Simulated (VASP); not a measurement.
# CoO (R3m) in VASP: reference runs

Reference runs on CoO: the cell as given and a disturbed copy, then over a range of volumes.

All numbers are computed with VASP 6.6.1; they aren't measurements. Logs are shortened: lines on timing, memory, paths and dates and some standing lists are left out, and cuts for length are marked.

### 1 The crystal as given

Symmetry: R3m, No. 160, trigonal system. The conventional cell has a = 3.204 Å, b = 3.204 Å, c = 7.699 Å, α = 90.00°, β = 90.00°, γ = 120.00°. Co (site symmetry 3m) is surrounded by 4 O at 1.91 to 1.96 Å. Around O (site symmetry 3m) lie 4 Co at 1.91 to 1.96 Å.

Measurements of this composition are mostly on another form, of space group No. 225.

### 2 Single point, PBE, collinear spin, ferromagnetic start

File INCAR:

```
SYSTEM = CoO
  PREC = Accurate
  ENCUT = 520
  EDIFF = 1E-7
  ISMEAR = -1
  SIGMA = 0.05
  LREAL = .FALSE.
  LASPH = .TRUE.
  NELM = 100
  ALGO = Normal
  ISIF = 2
  LWAVE = .FALSE.
  LCHARG = .TRUE.
  ISPIN = 2
  MAGMOM = 2 0
  LORBIT = 11
  LMAXMIX = 4
  GGA = PE
  LELF = .TRUE.
  LVHAR = .TRUE.
  NBANDS = 18
```

File KPOINTS:

```
Automatic mesh
0
G
  10 10 10
  0 0 0
```

File POSCAR:

```
CoO
1.0
    1.6022198417      0.9250420569      2.5664708903
   -1.6022198417      0.9250420569      2.5664708903
    0.0000000000     -1.8500841138      2.5664708903
Co O
1 1
Direct
    0.9989783200      0.9989783200      0.9989783200
    0.7510210300      0.7510210300      0.7510210300
```

Potentials or basis: VASP PAW PBE potentials, release 64 (Co, O).

On the command line:

```console
$ cat potpaw_PBE.64/Co/POTCAR potpaw_PBE.64/O/POTCAR > POTCAR
$ mpirun -np 1 vasp_std > vasp.out
```

OUTCAR:

```text
SYSTEM = CoO
   PREC = Accurate
   ENCUT = 520
   EDIFF = 1E-7
   ISMEAR = -1
   LREAL = .FALSE.
   LASPH = .TRUE.
   NELM = 100
   ISIF = 2
   ISPIN = 2
   LORBIT = 11
   GGA = PE

 ion  position               nearest neighbor table
   1  0.999  0.999  0.999-   2 1.91   2 1.96   2 1.96   2 1.96
   2  0.751  0.751  0.751-   1 1.91   1 1.96   1 1.96   1 1.96

  LATTYP: Found a trigonal (rhomboedric) cell.
 ALAT       =     3.1637926700
 COS(alpha) =     0.4870699110

  Lattice vectors:

 A1 = (   1.6022198417,   0.9250420569,   2.5664708903)
 A2 = (  -1.6022198417,   0.9250420569,   2.5664708903)
 A3 = (   0.0000000000,  -1.8500841138,   2.5664708903)

Analysis of symmetry for initial positions (statically):
=====================================================================
 Subroutine PRICEL returns:
 Original cell was already a primitive cell.

 Routine SETGRP: Setting up the symmetry group for a
 trigonal (rhombohedral) supercell.

 Subroutine GETGRP returns: Found  6 space group operations
 (whereof  6 operations were pure point group operations)
 out of a pool of 12 trial point group operations.

The static configuration has the point symmetry C_3v.

Analysis of symmetry for dynamics (positions and initial velocities):
=====================================================================
 Subroutine PRICEL returns:
 Original cell was already a primitive cell.

 Routine SETGRP: Setting up the symmetry group for a
 trigonal (rhombohedral) supercell.

 Subroutine GETGRP returns: Found  6 space group operations
 (whereof  6 operations were pure point group operations)
 out of a pool of 12 trial point group operations.

The dynamic configuration has the point symmetry C_3v.

Analysis of structural, dynamic, and magnetic symmetry:
=====================================================================
 Subroutine PRICEL returns:
 Original cell was already a primitive cell.

 Routine SETGRP: Setting up the symmetry group for a
 trigonal (rhombohedral) supercell.

 Subroutine GETGRP returns: Found  6 space group operations
 (whereof  6 operations were pure point group operations)
 out of a pool of 12 trial point group operations.

The overall configuration has the point symmetry C_3v.

 Subroutine INISYM returns: Found  6 space group operations
 (whereof  6 operations are pure point group operations),
 and found     1 'primitive' translations

----------------------------------------------------------------------------------------

                                     Primitive cell
[... 140 lines left out ...]
  Thomas-Fermi vector in A             =   2.543966
   LORBIT       =     11    0 simple, 1 ext, 2 COOP (PROOUT), +10 PAW based schemes
   GGA     = PE    functional components
   LHFCALC =     F    Hartree Fock is set to
   AEXX    =    0.0000 exact exchange contribution
   IVDW    =     0    specifies the selected vdW correction
   LEPSILON=     F    determine dielectric tensor
   LRPA    =     F    only Hartree local field effects (RPA)
 spin polarized calculation
  energy-cutoff  :      520.00
  volume of cell :       22.82
 maximum number of plane-waves:       628
   NGX = 11   NGY = 11   NGZ = 11

 number of electron      15.0000010 magnetization       2.7383874

 Free energy of the ion-electron system (eV)
  ---------------------------------------------------
  ext. energy  EPLUGINS =         0.00000000
  ---------------------------------------------------
  free energy    TOTEN  =       -13.36929298 eV

  energy without entropy =      -13.35352928  energy(sigma->0) =      -13.36141113

 E-fermi :   6.0111     XC(G=0): -11.2219

 val. band max:        6.0082201315   @ k =  -0.2000   0.2000   0.0000
 cond. band min:       6.0119262374   @ k =  -0.3000   0.4000   0.3000
 fundamental gap:      0.0037061059
 Fermi energy:         6.0110535711

 spin component 1

 k-point     1 :       0.0000    0.0000    0.0000
  band No.  band energies     occupation
      1     -14.0017      1.00000
      2      -0.1644      1.00000
      3      -0.1090      1.00000
      4      -0.1090      1.00000
      5       3.8277      1.00000
      6       3.8277      1.00000
[... 829 lines left out ...]
     17      30.3257      0.00000
     18      30.4110      0.00000

 [... further k-points ...]

 spin component 2

 k-point     1 :       0.0000    0.0000    0.0000
  band No.  band energies     occupation
      1     -13.4897      1.00000
      2       1.0119      1.00000
      3       1.0947      1.00000
      4       1.0947      1.00000
      5       5.4845      0.99997
      6       5.4845      0.99997
[... 829 lines left out ...]
     17      30.7076      0.00000
     18      30.8823      0.00000

 [... further k-points ...]

------------------------ aborting loop because EDIFF is reached ----------------------------------------

  FORCE on cell =-STRESS in cart. coord.  units (eV):
  Direction    XX          YY          ZZ          XY          YZ          ZX
  --------------------------------------------------------------------------------------
  -------------------------------------------------------------------------------------
  Total       -0.3024722     -0.3024722      0.4631172      0.0000000      0.0000000      0.0000000
  in kB      -21.2336578    -21.2336578     32.5109983      0.0000000      0.0000000      0.0000000
  external PRESSURE =      -3.3187725 kB  Pullay stress =       0.0000000 kB

 VOLUME and BASIS-vectors are now :
 -----------------------------------------------------------------------------
  energy-cutoff  :      520.00
  volume of cell :       22.82
      direct lattice vectors                 reciprocal lattice vectors
     1.602219842  0.925042057  2.566470890     0.312067038  0.180171988  0.129880037
    -1.602219842  0.925042057  2.566470890    -0.312067038  0.180171988  0.129880037
     0.000000000 -1.850084114  2.566470890     0.000000000 -0.360343977  0.129880037

 POSITION                                       TOTAL-FORCE (eV/Angst)
 -----------------------------------------------------------------------------------
      0.00000      0.00000      7.69155         0.000000      0.000000      0.262927
      0.00000      0.00000      5.78242         0.000000     -0.000000     -0.262927
 -----------------------------------------------------------------------------------
    total drift:                               -0.000000      0.000000     -0.000018

  FREE ENERGIE OF THE ION-ELECTRON SYSTEM (eV)
  ---------------------------------------------------
  free  energy   TOTEN  =       -13.3692929786 eV

  energy  without entropy=      -13.3535292772  energy(sigma->0) =      -13.36141113

 total charge

# of ion       s       p       d       tot
------------------------------------------
    1        0.346   0.450   7.209   8.005
    2        1.553   3.438   0.000   4.991
--------------------------------------------------
tot          1.899   3.889   7.209  12.996

 magnetization (x)

# of ion       s       p       d       tot
------------------------------------------
    1        0.018   0.050   2.294   2.362
    2        0.021   0.270   0.000   0.290
--------------------------------------------------
tot          0.039   0.319   2.294   2.652
```

OSZICAR:

```text
N       E                     dE             d eps       ncg     rms          rms(c)
DAV:   1     0.809718829158E+02    0.80972E+02   -0.65369E+03  8576   0.918E+02
DAV:   2    -0.107453727330E+02   -0.91717E+02   -0.79469E+02  8812   0.219E+02
DAV:   3    -0.160185079370E+02   -0.52731E+01   -0.50810E+01  9680   0.569E+01
DAV:   4    -0.160797566456E+02   -0.61249E-01   -0.61186E-01  9964   0.582E+00
DAV:   5    -0.160814396705E+02   -0.16830E-02   -0.16828E-02 10164   0.987E-01    0.178E+01
DAV:   6    -0.156902043364E+02    0.39124E+00   -0.25933E+01  9788   0.706E+01    0.231E+01
DAV:   7    -0.133963391561E+02    0.22939E+01   -0.13600E+01  9946   0.593E+01    0.770E+00
DAV:   8    -0.133893131014E+02    0.70261E-02   -0.50798E-01  9516   0.726E+00    0.427E+00
DAV:   9    -0.133641097908E+02    0.25203E-01   -0.17618E-01 11802   0.579E+00    0.130E+00
DAV:  10    -0.133705304138E+02   -0.64206E-02   -0.45854E-02 11054   0.249E+00    0.422E-01
DAV:  11    -0.133692339020E+02    0.12965E-02   -0.97743E-03 11484   0.120E+00    0.200E-01
DAV:  12    -0.133692594370E+02   -0.25535E-04   -0.85681E-04  9504   0.274E-01    0.561E-02
DAV:  13    -0.133692791129E+02   -0.19676E-04   -0.11713E-04  9984   0.966E-02    0.490E-02
DAV:  14    -0.133692945838E+02   -0.15471E-04   -0.26942E-05  9008   0.403E-02    0.162E-02
DAV:  15    -0.133692930486E+02    0.15352E-05   -0.45874E-06 10574   0.266E-02    0.742E-03
DAV:  16    -0.133692929786E+02    0.70080E-07   -0.98598E-07 10664   0.148E-02
   1 F= -.13369293E+02 E0= -.13361411E+02  d E =-.157637E-01  mag=     2.7388
```

It took 47 s on 1 thread of Intel Xeon Platinum 8488C (Sapphire Rapids), shared host; peak memory 0.2 GiB.

What came out:

```
Free energy                                           : -13.3693 eV
Pressure                                              : -0.3 GPa
Largest force                                         : 0.263 eV/Å
Band gap on the k mesh                                : none (metal or under the smearing width)
Net moment                                            : 2.74 μB per cell
Site moments                                          : Co +2.36; O +0.29 μB
Valence electrons inside the program's atomic spheres : Co 8.01; O 4.99
```

Forces in eV/Å, atoms in the order of the input:
```
Co   0.000  0.000  0.263
O    0.000  0.000 -0.263
```

Stress tensor (GPa, compression positive):
```
-2.12  0.00  0.00
 0.00 -2.12  0.00
 0.00  0.00  3.25
```

Levels at points of the mesh, in eV from the Fermi level:
Spin up:
| k point | band 5 | band 6 | band 7 | band 8 | band 9 | band 10 | band 11 | band 12 | band 13 | band 14 |
| --- | --- | --- | --- | --- | --- | --- | --- | --- | --- | --- |
| (0.00, 0.00, 0.00) | -2.18 | -2.18 | 0.17 | 0.28 | 0.28 | 0.44 | 14.06 | 14.06 | 14.64 | 20.13 |
| (0.50, 0.00, 0.00) | -2.47 | -2.13 | -2.12 | -0.50 | -0.45 | 5.77 | 6.96 | 13.58 | 13.93 | 17.55 |
| (0.50, 0.50, 0.00) | -3.14 | -1.89 | -1.80 | -1.66 | -1.49 | 5.23 | 9.98 | 11.17 | 14.18 | 14.50 |
| (0.50, 0.50, 0.50) | -2.54 | -2.16 | -2.16 | -0.61 | -0.61 | 5.74 | 7.28 | 13.48 | 13.48 | 17.27 |
Spin down:
| k point | band 2 | band 3 | band 4 | band 5 | band 6 | band 7 | band 8 | band 9 | band 10 | band 11 |
| --- | --- | --- | --- | --- | --- | --- | --- | --- | --- | --- |
| (0.00, 0.00, 0.00) | -5.00 | -4.92 | -4.92 | -0.53 | -0.53 | 0.69 | 2.62 | 2.62 | 2.71 | 14.51 |
| (0.50, 0.00, 0.00) | -6.47 | -4.76 | -4.73 | -0.31 | -0.29 | 0.31 | 1.77 | 1.80 | 6.24 | 7.71 |
| (0.50, 0.50, 0.00) | -6.54 | -4.48 | -4.44 | -0.76 | -0.15 | 0.02 | 0.95 | 1.01 | 6.24 | 10.67 |
| (0.50, 0.50, 0.50) | -6.44 | -4.68 | -4.68 | -0.27 | -0.27 | 0.14 | 1.65 | 1.65 | 6.19 | 8.06 |

Caveat: a cell with one magnetic atom can't hold antiferromagnetic order, which such compounds often take; semilocal functionals often make such compounds metallic where correlation or magnetic order opens a gap, which also shifts bond lengths. With open d or f shells a metallic result of PBE can be an artefact of self-interaction; +U or a hybrid may open a gap.

### 3 Single point, PBE, collinear spin, ferromagnetic start (atoms moved at random, drawn with an rms of 0.05 Å)

File INCAR:

```
PREC = Accurate ; ENCUT = 520
EDIFF = 1E-7 ; ISMEAR = -1
SIGMA = 0.05 ; LREAL = F
LASPH = T ; NELM = 100
ALGO = Normal ; ISIF = 2
LWAVE = F ; LCHARG = T
ISPIN = 2 ; MAGMOM = 2 0
LORBIT = 11 ; LMAXMIX = 4
GGA = PE ; LELF = T
LVHAR = T ; NBANDS = 18
```

File KPOINTS:

```
regular mesh
0
Gamma
  10 10 10
```

File POSCAR:

```
CoO
1.0
    1.6022198417      0.9250420569      2.5664708903
   -1.6022198417      0.9250420569      2.5664708903
    0.0000000000     -1.8500841138      2.5664708903
Co O
1 1
Direct
    1.0127190000      1.0022420000      0.9822360000
    0.7468560000      0.7664350000      0.7403880000
```

Potentials or basis: VASP PAW PBE potentials, release 64 (Co, O).

On the command line:

```console
$ cat potpaw_PBE.64/Co/POTCAR potpaw_PBE.64/O/POTCAR > POTCAR
$ mpirun -np 1 vasp_std > vasp.out
```

OUTCAR:

```text
PREC = Accurate
   ENCUT = 520
   EDIFF = 1E-7
   ISMEAR = -1
   LREAL = F
   LASPH = T
   NELM = 100
   ISIF = 2
   ISPIN = 2
   LORBIT = 11
   GGA = PE

 ion  position               nearest neighbor table
   1  0.013  0.002  0.982-   2 1.91   2 1.92   2 1.98   2 2.00
   2  0.747  0.766  0.740-   1 1.91   1 1.92   1 1.98   1 2.00

  LATTYP: Found a trigonal (rhomboedric) cell.
 ALAT       =     3.1637926700
 COS(alpha) =     0.4870699110

  Lattice vectors:

 A1 = (   1.6022198417,   0.9250420569,   2.5664708903)
 A2 = (  -1.6022198417,   0.9250420569,   2.5664708903)
[... 1920 lines left out ...]

 VOLUME and BASIS-vectors are now :
 -----------------------------------------------------------------------------
  energy-cutoff  :      520.00
  volume of cell :       22.82
      direct lattice vectors                 reciprocal lattice vectors
     1.602219842  0.925042057  2.566470890     0.312067038  0.180171988  0.129880037
    -1.602219842  0.925042057  2.566470890    -0.312067038  0.180171988  0.129880037
     0.000000000 -1.850084114  2.566470890     0.000000000 -0.360343977  0.129880037

 POSITION                                       TOTAL-FORCE (eV/Angst)
 -----------------------------------------------------------------------------------
      0.01679     -1.80338      2.55928        -0.222858     -0.096803      0.242060
     -0.03137      0.03008      5.78400         0.222858      0.096803     -0.242060
 -----------------------------------------------------------------------------------
    total drift:                                0.000225      0.000429      0.000027

  FREE ENERGIE OF THE ION-ELECTRON SYSTEM (eV)
  ---------------------------------------------------
  free  energy   TOTEN  =       -13.3631018725 eV

  energy  without entropy=      -13.3471960066  energy(sigma->0) =      -13.35514894

 total charge

# of ion       s       p       d       tot
------------------------------------------
    1        0.347   0.452   7.209   8.008
    2        1.553   3.439   0.000   4.991
--------------------------------------------------
tot          1.900   3.890   7.209  12.999

 magnetization (x)

# of ion       s       p       d       tot
------------------------------------------
    1        0.019   0.049   2.293   2.361
    2        0.021   0.271   0.000   0.291
--------------------------------------------------
tot          0.040   0.320   2.293   2.653
```

It took 3.5 min on 1 thread of Intel Xeon Platinum 8488C (Sapphire Rapids), shared host; peak memory 0.4 GiB.

What came out:

* Free energy: -13.3631 eV
* Pressure: -0.2 GPa
* Largest force: 0.343 eV/Å
* Band gap on the k mesh: none (metal or under the smearing width)
* Net moment: 2.74 μB per cell
* Site moments: Co +2.36; O +0.29 μB
* Valence electrons inside the program's atomic spheres: Co 8.01; O 4.99

Forces on the atoms (eV/Å):
```
Co  -0.223 -0.097  0.242
O    0.223  0.097 -0.242
```

Stress tensor (GPa, compression positive):
```
-1.17  1.74  1.41
 1.74 -2.59  0.58
 1.41  0.58  3.23
```

Caveat: a cell with one magnetic atom can't hold antiferromagnetic order, which such compounds often take; semilocal functionals often make such compounds metallic where correlation or magnetic order opens a gap, which also shifts bond lengths.

### 4 Equation of state, PBE, collinear spin, ferromagnetic start, 10.73 Å³/atom (volume scaled by 0.94)

File INCAR:

```
PREC     = Accurate       # precision mode
ENCUT    = 520            # plane-wave cutoff, eV
EDIFF    = 1E-7           # SCF threshold, eV
ISMEAR   = -1             # smearing method
SIGMA    = 0.05           # smearing width, eV
LREAL    = False          # projectors in reciprocal space
LASPH    = True           # aspherical terms in the spheres
NELM     = 120            # most SCF steps
ALGO     = Normal         # electronic algorithm
ISIF     = 2              # what is computed and relaxed
LWAVE    = False          # write WAVECAR
LCHARG   = False          # write CHGCAR
ISPIN    = 2              # spin polarisation
MAGMOM   = 2 0            # initial moments
LORBIT   = 11             # projections on sites
LMAXMIX  = 4              # l up to which the mixer works
GGA      = PE             # functional
NBANDS   = 18             # bands
```

KPOINTS is that of step 3.

File POSCAR:

```
CoO
1.0
    1.5695123000      0.9061583489      2.5140792326
   -1.5695123000      0.9061583489      2.5140792326
    0.0000000000     -1.8123166978      2.5140792326
Co O
1 1
Direct
    0.9989783200      0.9989783200      0.9989783200
    0.7510210300      0.7510210300      0.7510210300
```

On the command line:

```console
$ cat potpaw_PBE.64/Co/POTCAR potpaw_PBE.64/O/POTCAR > POTCAR
$ mpirun -np 1 vasp_std > vasp.out
```

Run time: 48 s. Hardware: 1 thread of Intel Xeon Platinum 8488C (Sapphire Rapids), shared host; peak memory 0.2 GiB.

Results (log left out):

* Free energy: -13.3401 eV
* Pressure: 6.9 GPa
* Largest force: 0.313 eV/Å
* Band gap on the k mesh: none (metal or under the smearing width)
* Net moment: 2.40 μB per cell
* Site moments: Co +2.10; O +0.23 μB
* Valence electrons inside the program's atomic spheres: Co 8.14; O 5.01

Caveat: a cell with one magnetic atom can't hold antiferromagnetic order, which such compounds often take; semilocal functionals often make such compounds metallic where correlation or magnetic order opens a gap, which also shifts bond lengths.

### 5 Equation of state, PBE, collinear spin, ferromagnetic start, 10.96 Å³/atom (volume scaled by 0.96)

File INCAR:

```
PREC = Accurate
ENCUT = 520
EDIFF = 1E-7
ISMEAR = -1
SIGMA = 0.05
LREAL = False
LASPH = True
NELM = 120
ALGO = Normal
ISIF = 2
LWAVE = False
LCHARG = False
ISPIN = 2
MAGMOM = 2 0
LORBIT = 11
LMAXMIX = 4
GGA = PE
NBANDS = 18
```

File KPOINTS:

```
Automatic mesh
0
Gamma
  10 10 10
```

File POSCAR:

```
CoO
1.0
    1.5805655677      0.9125399560      2.5317845992
   -1.5805655677      0.9125399560      2.5317845992
    0.0000000000     -1.8250799120      2.5317845992
Co O
1 1
Direct
    0.9989783200      0.9989783200      0.9989783200
    0.7510210300      0.7510210300      0.7510210300
```

On the command line:

```console
$ cat potpaw_PBE.64/Co/POTCAR potpaw_PBE.64/O/POTCAR > POTCAR
$ mpirun -np 1 vasp_std > vasp.out
```

It took 48 s on 1 thread of Intel Xeon Platinum 8488C (Sapphire Rapids), shared host; peak memory 0.19 GiB.

Results (log left out):

| Property | Result |
| --- | --- |
| Free energy | -13.3566 eV |
| Pressure | 4.4 GPa |
| Largest force | 0.295 eV/Å |
| Band gap on the k mesh | none (metal or under the smearing width) |
| Net moment | 2.53 μB per cell |
| Site moments | Co +2.20; O +0.26 μB |
| Valence electrons inside the program's atomic spheres | Co 8.09; O 5.00 |

Caveat: a cell with one magnetic atom can't hold antiferromagnetic order, which such compounds often take; semilocal functionals often make such compounds metallic where correlation or magnetic order opens a gap, which also shifts bond lengths.

(Continued in part 2 of 2.)
